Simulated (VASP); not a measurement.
# LaB6 (P1) in VASP: a series of runs

The runs below take LaB6 through single point, with PBEsol.

All numbers are computed with VASP 6.6.1; they aren't measurements. Logs are shortened: lines on timing, memory, paths and dates and some standing lists are left out, and cuts for length are marked.

### 1 The crystal as given

The typed cell holds 14 atoms: a = 6.062 Å, b = 6.062 Å, c = 6.062 Å, α = 60.00°, β = 60.00°, γ = 60.00°.

The cell comes from a database or a generator and needn't be the stable form of this composition.

### 2 Single point, PBEsol

INCAR reads:

```
SYSTEM = LaB6
ALGO     = Normal         ! electronic algorithm
EDIFF    = 1E-6           ! SCF threshold, eV
ENCUT    = 520            ! plane-wave cutoff, eV
GGA      = PS             ! functional
ISIF     = 2              ! what is computed and relaxed
ISMEAR   = -1             ! smearing method
LASPH    = .TRUE.         ! aspherical terms in the spheres
LCHARG   = .TRUE.         ! write CHGCAR
LELF     = .TRUE.         ! ELF
LREAL    = .FALSE.        ! projectors in reciprocal space
LVHAR    = .TRUE.       
LWAVE    = .FALSE.        ! write WAVECAR
NBANDS   = 42             ! bands
NELM     = 100            ! most SCF steps
PREC     = Accurate       ! precision mode
SIGMA    = 0.17           ! smearing width, eV
```

KPOINTS reads:

```
k-points
0
G
  3 3 3
  0 0 0
```

POSCAR reads:

```
LaB6
1.0
    0.0000000000      4.2866550000      4.2866550000
    4.2866550000      0.0000000000      4.2866550000
    4.2866550000      4.2866550000      0.0000000000
La B
2 12
Direct
    0.0389814436     -0.0183359753      0.0440903222
    0.5143987561      0.5241732773      0.4889710042
    0.1167460409      0.4131076562      0.4140174565
    0.3957864582      0.1232196200      0.1208168140
    0.4166185522      0.4088269292      0.1265555544
    0.1226130864      0.1053735372      0.4166418804
    0.1370999066      0.4494180194      0.0988416376
    0.4072289466      0.1259840132      0.4122445123
    0.6174394720      0.9093920551      0.9365227666
    0.9213594283      0.6044456575      0.6354955087
    0.9167287780      0.9197847739      0.6113624726
    0.6267357648      0.5974355296      0.9281129459
    0.6324511770      0.9178718605      0.6040607420
    0.9380274363      0.6329177412      0.9037349635
```

Potentials or basis: VASP PAW PBE potentials, release 64 (La, B).

Run with:

```
cat potpaw_PBE.64/La/POTCAR potpaw_PBE.64/B/POTCAR > POTCAR
mpirun -np 1 vasp_std > vasp.out
```

OUTCAR:

```text
SYSTEM = LaB6
   EDIFF = 1E-6
   ENCUT = 520
   GGA = PS
   ISIF = 2
   ISMEAR = -1
   LASPH = .TRUE.
   LREAL = .FALSE.
   NELM = 100
   PREC = Accurate

 ion  position               nearest neighbor table
   1  0.039  0.982  0.044-   7 2.84
   2  0.514  0.524  0.489-
   3  0.117  0.413  0.414-   8 1.75   7 1.76  10 1.77   5 1.78   6 1.84
   4  0.396  0.123  0.121-   9 1.71   6 1.73   7 1.80   8 1.81   5 1.82
   5  0.417  0.409  0.127-   7 1.67  12 1.71   8 1.72   3 1.78   4 1.82
   6  0.123  0.105  0.417-  11 1.68   4 1.73   8 1.78   3 1.84   7 2.02
   7  0.137  0.449  0.099-   5 1.67  14 1.69   3 1.76   4 1.80   6 2.02   1 2.84
   8  0.407  0.126  0.412-   5 1.72   3 1.75   6 1.78  13 1.79   4 1.81
   9  0.617  0.909  0.937-   4 1.71  14 1.82  12 1.89  11 1.90  13 1.95
  10  0.921  0.604  0.635-   3 1.77  14 1.77  12 1.78  11 1.83  13 1.83
  11  0.917  0.920  0.611-   6 1.68  13 1.75  14 1.76  10 1.83   9 1.90
  12  0.627  0.597  0.928-   5 1.71  10 1.78   9 1.89  14 1.93  13 1.95
  13  0.632  0.918  0.604-  11 1.75   8 1.79  10 1.83   9 1.95  12 1.95
  14  0.938  0.633  0.904-   7 1.69  11 1.76  10 1.77   9 1.82  12 1.93

  LATTYP: Found a face centered cubic cell.
 ALAT       =     8.5733100000

  Lattice vectors:

 A1 = (   0.0000000000,   4.2866550000,   4.2866550000)
 A2 = (   4.2866550000,   0.0000000000,   4.2866550000)
 A3 = (   4.2866550000,   4.2866550000,   0.0000000000)

Analysis of symmetry for initial positions (statically):
=====================================================================
 Subroutine PRICEL returns:
 Original cell was already a primitive cell.

 Routine SETGRP: Setting up the symmetry group for a
 face centered cubic supercell.

 Subroutine GETGRP returns: Found  1 space group operations
 (whereof  1 operations were pure point group operations)
 out of a pool of 48 trial point group operations.

The static configuration has the point symmetry C_1 .

Analysis of symmetry for dynamics (positions and initial velocities):
=====================================================================
 Subroutine PRICEL returns:
 Original cell was already a primitive cell.

 Routine SETGRP: Setting up the symmetry group for a
 face centered cubic supercell.

 Subroutine GETGRP returns: Found  1 space group operations
 (whereof  1 operations were pure point group operations)
 out of a pool of 48 trial point group operations.

The dynamic configuration has the point symmetry C_1 .

 Subroutine INISYM returns: Found  1 space group operations
 (whereof  1 operations are pure point group operations),
[... 125 lines left out ...]
   EFERMI_NEDOS =   21; number of points for ismear=-14 and -15
   IALGO  =     38    algorithm
   IMIX   =      4    mixing-type and parameters
     AMIX     =   0.40;   BMIX     =  1.00
     AMIX_MAG =   1.60;   BMIX_MAG =  1.00
  volume/ion in A,a.u.               =      11.25        75.94
  Fermi-wavevector in a.u.,A,eV,Ry     =   1.173336  2.217283 18.731369  1.376717
  Thomas-Fermi vector in A             =   2.309750
   LORBIT       =      0    0 simple, 1 ext, 2 COOP (PROOUT), +10 PAW based schemes
   GGA     = PS    functional components
   LHFCALC =     F    Hartree Fock is set to
   AEXX    =    0.0000 exact exchange contribution
   IVDW    =     0    specifies the selected vdW correction
   LEPSILON=     F    determine dielectric tensor
   LRPA    =     F    only Hartree local field effects (RPA)
 non-spin polarized calculation
  energy-cutoff  :      520.00
  volume of cell :      157.54
 maximum number of plane-waves:      4279
 NGX is ok and might be reduce to    48
   NGX = 23   NGY = 23   NGZ = 23

 number of electron      58.0000000 magnetization

 Free energy of the ion-electron system (eV)
  ---------------------------------------------------
  ext. energy  EPLUGINS =         0.00000000
  ---------------------------------------------------
  free energy    TOTEN  =      -101.27989906 eV

  energy without entropy =     -101.00313001  energy(sigma->0) =     -101.14151454

 E-fermi :   7.6865     XC(G=0): -10.9580

 val. band max:        6.9720313258   @ k =  -0.3333   0.3333  -0.3333
 cond. band min:       7.7359780345   @ k =   0.0000   0.0000   0.0000
 fundamental gap:      0.7639467086
 Fermi energy:         7.6864677303

 k-point     1 :       0.0000    0.0000    0.0000
  band No.  band energies     occupation
      1     -25.5942      2.00000
      2     -25.5290      2.00000
      3      -9.5689      2.00000
      4      -9.5135      2.00000
      5      -9.4891      2.00000
      6      -9.3329      2.00000
[... 605 lines left out ...]
     40       9.4863      0.00005
     41       9.4998      0.00005
 [bands above 41 left out]

------------------------ aborting loop because EDIFF is reached ----------------------------------------

  FORCE on cell =-STRESS in cart. coord.  units (eV):
  Direction    XX          YY          ZZ          XY          YZ          ZX
  --------------------------------------------------------------------------------------
  -------------------------------------------------------------------------------------
  Total      -14.1809991    -12.6806675    -14.1336240      0.1488510      1.1251822     -0.9964645
  in kB     -144.2221023   -128.9635876   -143.7402925      1.5138290     11.4432090    -10.1341380
  external PRESSURE =    -138.9753275 kB  Pullay stress =       0.0000000 kB

 VOLUME and BASIS-vectors are now :
 -----------------------------------------------------------------------------
  energy-cutoff  :      520.00
  volume of cell :      157.54
      direct lattice vectors                 reciprocal lattice vectors
     0.000000000  4.286655000  4.286655000    -0.116641064  0.116641064  0.116641064
     4.286655000  0.000000000  4.286655000     0.116641064 -0.116641064  0.116641064
     4.286655000  4.286655000  0.000000000     0.116641064  0.116641064 -0.116641064

 POSITION                                       TOTAL-FORCE (eV/Angst)
 -----------------------------------------------------------------------------------
      4.39705      0.35610      4.37515         0.117365     -0.634204      0.342063
      4.34300      4.30110      4.45200         0.321096      0.552779     -0.014256
      3.54560      2.27520      2.27130         1.184213      0.397010     -0.228299
      1.04610      2.21450      2.22480        -0.503185      0.699390      0.523473
      2.29500      2.32840      3.53840        -0.362342      0.525493      1.192658
      2.23770      2.31160      0.97730         0.582368     -0.424483      0.854685
      2.35020      1.01140      2.51420        -0.626526     -0.682558     -1.879061
      2.30720      3.51280      2.28570        -0.540335      1.707665     -0.257172
      7.91280      6.66130      6.54500        -1.472583     -0.890494      0.064622
      5.31520      6.67370      6.54060        -0.668599     -0.779394      0.219547
      6.56350      6.55040      7.87250         0.264883      0.007521     -0.521093
      6.53950      6.66510      5.24760         0.599739     -0.338604      1.531257
      6.52400      5.30050      6.64570         0.654058      0.150179     -0.950840
      6.58710      7.89500      6.73410         0.449848     -0.290299     -0.877584
 -----------------------------------------------------------------------------------
    total drift:                                0.000008      0.000009      0.000146

  FREE ENERGIE OF THE ION-ELECTRON SYSTEM (eV)
  ---------------------------------------------------
  free  energy   TOTEN  =      -101.2798990582 eV

  energy  without entropy=     -101.0031300127  energy(sigma->0) =     -101.14151454
```

stdout:

```text
POSCAR found type information on POSCAR LaB
 POSCAR found :  2 types and      14 ions
 scaLAPACK will be used
 -----------------------------------------------------------------------------
|                                                                             |
|                                                                             |
|     You enforced a specific xc type in the INCAR file but a different       |
|     I HOPE YOU KNOW WHAT YOU ARE DOING!                                     |
|                                                                             |
 -----------------------------------------------------------------------------

 LDA part: xc-table for (Slater+PW92), standard interpolation
 POSCAR, INCAR and KPOINTS ok, starting setup
 FFT: planning ... GRIDC
 FFT: planning ... GRID_SOFT
 FFT: planning ... GRID
 WAVECAR not read
 entering main loop
```

It took 3.1 min on 1 thread of Intel Xeon Platinum 8259CL at 2.50GHz (Skylake/Cascade Lake), shared host; peak memory 0.34 GiB.

What came out:

| Quantity | Value |
| --- | --- |
| Free energy | -101.2799 eV |
| Pressure | -13.9 GPa |
| Largest force | 2.095 eV/Å |
| Band gap on the k mesh | none (metal or under the smearing width) |

Forces in eV/Å, atoms in the order of the input:
```
La   0.117 -0.634  0.342
La   0.321  0.553 -0.014
B    1.184  0.397 -0.228
B   -0.503  0.699  0.523
B   -0.362  0.525  1.193
B    0.582 -0.424  0.855
B   -0.627 -0.683 -1.879
B   -0.540  1.708 -0.257
B   -1.473 -0.890  0.065
B   -0.669 -0.779  0.220
B    0.265  0.008 -0.521
B    0.600 -0.339  1.531
B    0.654  0.150 -0.951
B    0.450 -0.290 -0.878
```

Stress tensor (GPa, compression positive):
```
-14.42   0.15  -1.01
  0.15 -12.90   1.14
 -1.01   1.14 -14.37
```

Caveat: the k mesh is coarse (spacing up to 0.42 Å⁻¹), so the values aren't converged; the PAW data sets were made with another functional, which shifts forces and pressure a little.

### 3 Single point, PBEsol

INCAR reads:

```
SYSTEM = LaB6
PREC = Accurate
ENCUT = 520
EDIFF = 1E-7
ISMEAR = -1
SIGMA = 0.17
LREAL = .False.
LASPH = .True.
NELM = 100
ALGO = Normal
ISIF = 2
LWAVE = .False.
LCHARG = .False.
GGA = PS
NBANDS = 42
```

KPOINTS reads:

```
Automatic mesh
0
Gamma
  3 3 3
  0 0 0
```

POSCAR reads:

```
LaB6
1.0
    0.0000000000      4.2866550000      4.2866550000
    4.2866550000      0.0000000000      4.2866550000
    4.2866550000      4.2866550000      0.0000000000
La B
2 12
Direct
    0.0315514078      0.0216835738      0.0200272707
    0.5040993502      0.5290138815      0.5065954690
    0.1255407771      0.3745461205      0.4395151931
    0.4322484548      0.0972553191      0.1337173157
    0.4159770264      0.4022833655      0.1221815145
    0.1295882221      0.1011744589      0.4132826178
    0.1354669317      0.3908175489      0.1332274232
    0.4271745685      0.1244210229      0.4125711073
    0.6185125698      0.8943920143      0.9155740315
    0.9180234938      0.5666072964      0.6389947407
    0.9395087778      0.8846641496      0.6253244080
    0.6226183353      0.6006431588      0.9318337958
    0.6061136247      0.9157023367      0.6109192366
    0.9328602372      0.5961641420      0.9157606572
```

Potentials or basis: VASP PAW PBE potentials, release 64 (La, B).

Run with:

```
cat potpaw_PBE.64/La/POTCAR potpaw_PBE.64/B/POTCAR > POTCAR
mpirun -np 1 vasp_std > vasp.out
```

OUTCAR:

```text
SYSTEM = LaB6
   PREC = Accurate
   ENCUT = 520
   EDIFF = 1E-7
   ISMEAR = -1
   LREAL = .False.
   LASPH = .True.
   NELM = 100
   ISIF = 2
   GGA = PS

 ion  position               nearest neighbor table
   1  0.032  0.022  0.020-  10 2.90
   2  0.504  0.529  0.507-
   3  0.126  0.375  0.440-  10 1.68   8 1.69   6 1.73   7 1.78   5 1.85
   4  0.432  0.097  0.134-   8 1.76   6 1.77   5 1.77   7 1.79   9 1.81
   5  0.416  0.402  0.122-   7 1.70   8 1.73  12 1.74   4 1.77   3 1.85
   6  0.130  0.101  0.413-   7 1.73   3 1.73  11 1.75   4 1.77   8 1.88
   7  0.135  0.391  0.133-   5 1.70   6 1.73   3 1.78   4 1.79  14 1.80
   8  0.427  0.124  0.413-  13 1.62   3 1.69   5 1.73   4 1.76   6 1.88
   9  0.619  0.894  0.916-  12 1.72   4 1.81  13 1.82  11 1.86  14 1.86
  10  0.918  0.567  0.639-   3 1.68  12 1.79  14 1.82  11 1.96  13 2.01   1 2.90
  11  0.940  0.885  0.625-   6 1.75  14 1.76   9 1.86  10 1.96  13 1.98
  12  0.623  0.601  0.932-   9 1.72   5 1.74  10 1.79  14 1.82  13 1.93
  13  0.606  0.916  0.611-   8 1.62   9 1.82  12 1.93  11 1.98  10 2.01
  14  0.933  0.596  0.916-  11 1.76   7 1.80  12 1.82  10 1.82   9 1.86
[... 823 lines left out ...]

  FORCE on cell =-STRESS in cart. coord.  units (eV):
  Direction    XX          YY          ZZ          XY          YZ          ZX
  --------------------------------------------------------------------------------------
  -------------------------------------------------------------------------------------
  Total      -13.4282271    -12.5681270    -13.9789836     -0.3486021     -1.4315135      0.9080162
  in kB     -136.5663391   -127.8190402   -142.1675847     -3.5453160    -14.5586280      9.2346110
  external PRESSURE =    -135.5176546 kB  Pullay stress =       0.0000000 kB

 VOLUME and BASIS-vectors are now :
 -----------------------------------------------------------------------------
  energy-cutoff  :      520.00
  volume of cell :      157.54
      direct lattice vectors                 reciprocal lattice vectors
     0.000000000  4.286655000  4.286655000    -0.116641064  0.116641064  0.116641064
     4.286655000  0.000000000  4.286655000     0.116641064 -0.116641064  0.116641064
     4.286655000  4.286655000  0.000000000     0.116641064  0.116641064 -0.116641064

 POSITION                                       TOTAL-FORCE (eV/Angst)
 -----------------------------------------------------------------------------------
      0.17880      0.22110      0.22820        -0.277145      0.065958     -0.448885
      4.43930      4.33250      4.42860        -0.180290      0.551025     -0.199739
      3.48960      2.42220      2.14370         0.790037     -0.899280      0.489910
      0.99010      2.42610      2.26980        -1.422715     -0.733909     -0.242556
      2.24820      2.30690      3.50760         0.397050      0.458189      1.158287
      2.20530      2.32710      0.98920        -0.209830      0.705468     -0.926959
      2.24640      1.15180      2.25600        -0.093923     -2.309741     -0.205913
      2.30190      3.59970      2.36450        -0.867674      0.287437     -1.123892
      7.75870      6.57610      6.48530         0.936253      0.406903      1.030810
      5.16800      6.67440      6.36410         1.512961     -0.607773      1.269314
      6.47280      6.70790      7.81960         0.019831     -1.059962     -0.593974
      6.56920      6.66340      5.24370        -0.616877     -0.791391     -0.481020
      6.54410      5.21700      6.52350        -0.211380      3.692823      0.419643
      6.48110      7.92440      6.55440         0.223701      0.234253     -0.145027
 -----------------------------------------------------------------------------------
    total drift:                                0.000088      0.000147     -0.000063

  FREE ENERGIE OF THE ION-ELECTRON SYSTEM (eV)
  ---------------------------------------------------
  free  energy   TOTEN  =      -101.1191562361 eV

  energy  without entropy=     -100.8391215947  energy(sigma->0) =     -100.97913892
```

OSZICAR:

```text
N       E                     dE             d eps       ncg     rms          rms(c)
DAV:   1     0.535235755061E+03    0.53524E+03   -0.20942E+04  1176   0.177E+03
DAV:   2     0.248001371655E+02   -0.51044E+03   -0.45273E+03  1312   0.343E+02
DAV:   3    -0.991939867952E+02   -0.12399E+03   -0.11767E+03  1656   0.172E+02
[... 12 lines left out ...]
DAV:  16    -0.101119155618E+03    0.25727E-05   -0.35826E-05  2168   0.359E-02    0.289E-03
DAV:  17    -0.101119156009E+03   -0.39087E-06   -0.43094E-06  2280   0.973E-03    0.180E-03
DAV:  18    -0.101119156173E+03   -0.16461E-06   -0.15767E-06  1896   0.347E-03    0.851E-04
DAV:  19    -0.101119156197E+03   -0.24293E-07   -0.10941E-06  1544   0.327E-03    0.182E-04
DAV:  20    -0.101119156236E+03   -0.38636E-07   -0.64919E-07  1032   0.236E-03
   1 F= -.10111916E+03 E0= -.10097914E+03  d E =-.280035E+00
```

stdout:

```text
POSCAR found type information on POSCAR LaB
 POSCAR found :  2 types and      14 ions
 scaLAPACK will be used
 -----------------------------------------------------------------------------
|                                                                             |
|                                                                             |
|     You enforced a specific xc type in the INCAR file but a different       |
|     I HOPE YOU KNOW WHAT YOU ARE DOING!                                     |
|                                                                             |
 -----------------------------------------------------------------------------

 LDA part: xc-table for (Slater+PW92), standard interpolation
 POSCAR, INCAR and KPOINTS ok, starting setup
 FFT: planning ... GRIDC
 FFT: planning ... GRID_SOFT
 FFT: planning ... GRID
 WAVECAR not read
 entering main loop
```

Wall time 3.5 min (1 thread of Intel Xeon Platinum 8259CL at 2.50GHz (Skylake/Cascade Lake), shared host); peak memory 0.35 GiB.

Results:

```yaml
Free_energy: -101.1192 eV
Pressure: -13.6 GPa
Largest_force: 3.723 eV/Å
Band_gap_on_the_k_mesh: none (metal or under the smearing width)
```

Forces on the atoms (eV/Å):
```
La  -0.277  0.066 -0.449
La  -0.180  0.551 -0.200
B    0.790 -0.899  0.490
B   -1.423 -0.734 -0.243
B    0.397  0.458  1.158
B   -0.210  0.705 -0.927
B   -0.094 -2.310 -0.206
B   -0.868  0.287 -1.124
B    0.936  0.407  1.031
B    1.513 -0.608  1.269
B    0.020 -1.060 -0.594
B   -0.617 -0.791 -0.481
B   -0.211  3.693  0.420
B    0.224  0.234 -0.145
```

Stress tensor (GPa, compression positive):
```
-13.66  -0.35   0.92
 -0.35 -12.78  -1.46
  0.92  -1.46 -14.22
```

Levels at points of the mesh, in eV from the Fermi level:
| k point | band 25 | band 26 | band 27 | band 28 | band 29 | band 30 | band 31 | band 32 | band 33 | band 34 |
| --- | --- | --- | --- | --- | --- | --- | --- | --- | --- | --- |
| (0.00, 0.00, 0.00) | -2.39 | -2.06 | -1.75 | -1.61 | 0.08 | 0.15 | 0.29 | 1.17 | 1.24 | 1.28 |

Caveat: the k mesh is coarse (spacing up to 0.42 Å⁻¹), so the values aren't converged; the PAW data sets were made with another functional, which shifts forces and pressure a little.
